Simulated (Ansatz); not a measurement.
Sn, DFT, PBE, all-electron PAW with datasets made for the crystal, scalar-relativistic (Ansatz 0.2.0), run on 1 thread of Arm Neoverse V1 on a shared host.

The cell is COD entry 1534488, as deposited and not checked against the literature; nothing was relaxed. The listed cell was then made from it by scaling, straining or moving an atom.

Command: `ansatz run input.yaml --threads 1 --pin off --max-ram 3072MiB --backend cpu --events-out ev --progress --plain --runs-dir out`

```yaml
crystal:
  lattice:
    - [-2.91585, 2.91585, 1.558837]
    - [2.91585, -2.91585, 1.558837]
    - [2.91585, 2.91585, -1.558837]
  atoms:
    - { symbol: Sn, position: [0.0, 0.0, 0.0] }
    - { symbol: Sn, position: [0.75, 0.25, 0.5] }
kpoints:
  mp_grid: { grid: [15, 15, 15] }
scf:
  occupations: { method: fermi_dirac, width: 0.05 }
hamiltonian:
  xc: pbe
  pseudopotentials: { kind: all_electron, datasets: crystal }
output:
  forces: true
  stress: true
  eigenvalues: true
  efg: { contact_densities: true }
```

Q: How large is the problem that the program sets up?

A: 288 irreducible k-points, 451 plane waves at Γ, 20 bands.

Q: Estimate the wall time and the peak memory.

A: 35 s of wall time for 7 SCF iterations, with a peak of 0.76 GiB. Times on shared machines scatter by tens of per cent.

Q: And the same cell and mesh by frozen-core PAW, asked for forces, stress, eigenvalues, efg, on the same hardware?

A: 16 s, peak memory 0.5 GiB.
